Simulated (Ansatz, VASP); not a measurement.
Two plane-wave programs on Fe

INCAR

```
PREC     = Accurate       # precision mode
ENCUT    = 520            # plane-wave cutoff, eV
EDIFF    = 1E-6           # SCF threshold, eV
ISMEAR   = -1             # smearing method
SIGMA    = 0.1            # smearing width, eV
LREAL    = False          # projectors in reciprocal space
LASPH    = True           # aspherical terms in the spheres
NELM     = 80             # most SCF steps
ALGO     = Normal         # electronic algorithm
ISIF     = 2              # what is computed and relaxed
LWAVE    = False          # write WAVECAR
LCHARG   = True           # write CHGCAR
GGA      = B5             # functional
ALDAX    = 1.0          
AGGAX    = 1.0          
AGGAC    = 1.0          
ALDAC    = 0.0          
LELF     = True           # ELF
LVHAR    = True         
NBANDS   = 15             # bands
```

Contents of KPOINTS:

```
Automatic mesh
0
Gamma
  12 12 12
```

Contents of POSCAR:

```
Fe
1.0
    0.0000000000      2.3686123378      2.3686123378
    2.3686123378      0.0000000000      2.3686123378
    2.3686123378      2.3686123378      0.0000000000
Fe
2
Direct
    0.1250000000      0.1250000000      0.1250000000
    0.8750000000      0.8750000000      0.8750000000
```

Input for Ansatz:

```yaml
crystal:
  lattice:
    - [0.0, 2.3686123378, 2.3686123378]
    - [2.3686123378, 0.0, 2.3686123378]
    - [2.3686123378, 2.3686123378, 0.0]
  atoms:
    - { symbol: Fe, position: [0.125, 0.125, 0.125] }
    - { symbol: Fe, position: [0.875, 0.875, 0.875] }
hamiltonian:
  xc: blyp
  pseudopotentials:
    kind: paw
    azcp:
      Fe: "pseudopotentials/Fe.paw.azcp"
basis:
  ecutwfc: 420
  fft_grid_basis: typed
kpoints:
  mp_grid: { grid: [12, 12, 12], shift: [0, 0, 0] }
magnetization:
  spin_polarized: false
scf:
  occupations: { method: fermi_dirac, width: 0.1 }
  lower_state_search: "off"
output:
  stress: true
```

Alike in both runs: task single point; functional BLYP; k mesh 12 × 12 × 12; occupations fermi-dirac, width 0.1 eV; no spin polarisation.

```csv
,VASP,Ansatz
version,VASP 6.6.1,Ansatz 0.2.0
potentials or method,"VASP PAW PBE potentials, release 64 (Fe)","plane waves (420 eV) with PAW, scalar-relativistic"
plane-wave cutoff (eV),520,420
valence electrons in the cell,16,32
```

|  | VASP | Ansatz | Ansatz less VASP |
| --- | --- | --- | --- |
| pressure (GPa) | 21.3 | 23.4 | +2.02 |

The two sets of potentials don't hold the same shells in valence.

Caveats: so large a pressure means that the cell lies far from this level's equilibrium, or that cutoff or potentials fall short (VASP); the potentials were made for another functional, which shifts forces and pressure (VASP); the run has no spin polarisation, though such a crystal can be magnetic. Spin polarisation is off, so any magnetic state and its effect on volume and gap are missing.
